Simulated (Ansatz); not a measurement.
**A film clamped to a substrate in KI**

The calculation used DFT PBEsol, scalar-relativistic, plane waves, PAW in Ansatz. The runs took a 420 eV cutoff, a Γ-centred 6×6×6 mesh and Gaussian smearing (0.05 eV). Spin–orbit coupling is left out, which matters for the heavy elements here. No spin polarisation. Energies are free energies at this smearing, counted from the undisturbed cell; pressure is positive in compression.

Zero of the scan (as given, not relaxed at this level; it stands at -0.2 GPa):

```yaml
crystal:
  lattice:
    - [0.00000, 3.52455, 3.52455]
    - [3.52455, 0.00000, 3.52455]
    - [3.52455, 3.52455, 0.00000]
  atoms:
    - { symbol: K, position: [0.00000, 0.00000, 0.00000] }
    - { symbol: I, position: [0.50000, 0.50000, 0.50000] }
```

The cell (2 atoms, V0 = 87.57 Å³) is strained by p along both x and y and by q along z, fractional coordinates fixed. τp = (1/V0) ∂E/∂p = (σxx + σyy)(1 + p)(1 + q) and τq = (1/V0) ∂E/∂q = σzz(1 + p)², with tension positive.

| p | q | ΔE (meV/atom) | τp (GPa) | τq (GPa) |
| --- | --- | --- | --- | --- |
| 0.000 | 0.000 | 0.00 | 0.42 | 0.21 |
| -0.040 | 0.000 | 11.41 | -2.78 | -0.06 |
| 0.040 | 0.000 | 15.66 | 2.27 | 0.49 |
| 0.000 | -0.040 | 4.92 | 0.14 | -1.25 |
| 0.000 | 0.040 | 7.10 | 0.69 | 1.01 |

Question: Get the second derivatives of the energy density.

Answer: Central differences give A = ∂τp/∂p = 63 GPa (C11 + C22 + 2 C12), C = ∂τq/∂q = 28.1 GPa (C33) and the cross term B = ∂τq/∂p = 6.9 GPa (C13 + C23); ∂τp/∂q = 6.9 GPa must equal B, and any difference shows higher-order terms. Steps this large leave an error of some per cent of A or C in all of these, which can swamp a small B. The ions are clamped. In a cubic crystal C11 = C = 28.1, C12 = B/2 = 3.4 GPa and A should be 2(C11 + C12) = 63 GPa; the bulk modulus is (C11 + 2 C12)/3 = 11.7 GPa.

Question: A film of this crystal grows with z along the normal on a substrate that imposes p. How does its thickness respond, and what does the misfit cost?

Answer: Count p and q from the stress-free cell. A free surface needs τq = 0, so q = −(B/C) p = -0.24 p. The energy density left is (A − B²/C) p²/2 = M p², with the biaxial modulus M = 31 GPa; a misfit of 1 % costs 0.84 meV/atom, against 0.86 meV/atom if the thickness were held.

At p = -0.080 the energies along q are 110.8 (q = -0.080), 78.9 (q = -0.040), 68.4 (q = 0.000), 70.1 (q = 0.040), 78.4 (q = 0.080) meV/atom.

Question: Does the linear rule hold at this misfit?

Answer: A parabola through the lowest point and its neighbours has its minimum at q = 0.014, 67.6 meV/atom. With the stress left in the starting cell, τp0 and τq0, linear elasticity gives q = −(τq0 + Bp)/C = 0.012 and E = V0(τp0 p + τq0 q + Ap²/2 + Bpq + Cq²/2)/N = 45.5 meV/atom. The energies differ by more than a tenth, so the quadratic law fails here: the gap holds the anharmonic part, with some error from the wide steps. Cubic terms also shift the vertex of so wide a parabola.